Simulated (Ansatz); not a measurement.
# Sr under changes of volume

One of the cells (57.751 Å³/atom); the others are scaled copies at fixed shape and fractional positions:

```
Sr
1.0
    -2.43500    2.43500    2.43500
     2.43500   -2.43500    2.43500
     2.43500    2.43500   -2.43500
Sr
1
Direct
  0.00000 0.00000 0.00000
```

This isn't the form of Sr at room conditions, which is fcc.

| Item | Value |
| --- | --- |
| Program | Ansatz 0.2.0 |
| Functional | PBE |
| Potentials or basis | all-electron LAPW, scalar-relativistic |
| Cutoff | 80 eV (chosen from the basis error) |
| Basis error allowed | 0.0005 eV/atom |
| k mesh | 8 × 8 × 8 |
| Occupations | fermi-dirac, width 0.05 eV |
| Spin | no spin polarisation |

| volume (Å³/atom) | energy over the lowest point (meV/atom) | pressure (GPa) |
| --- | --- | --- |
| 54.286 | 0.00 | -0.1 |
| 55.441 | 1.60 | -0.3 |
| 56.596 | ? | ? |
| 57.751 | 9.59 | -0.7 |
| 58.906 | 15.63 | -0.9 |
| 60.061 | 22.79 | -1.0 |
| 61.216 | 30.94 | -1.2 |

Question: What does the run at 56.596 Å³/atom give?

Answer: Energy over the lowest point 4.87 meV/atom; pressure -0.5 GPa.

Worked out: A Birch-Murnaghan fit of order 3 (a polynomial in V^(-2/3)) to the other rows has its minimum at 53.88 Å³/atom, just outside them, with B0 = V·E''(V) = 12.9 GPa and B' = 5.0. It gives 4.86 meV/atom at 56.596 Å³/atom, against the run's 4.87, and -dE/dV = -0.6 GPa, against -0.5.

Energies are extrapolated to zero smearing.

Caveats: the cell was measured hot, at 901 K.
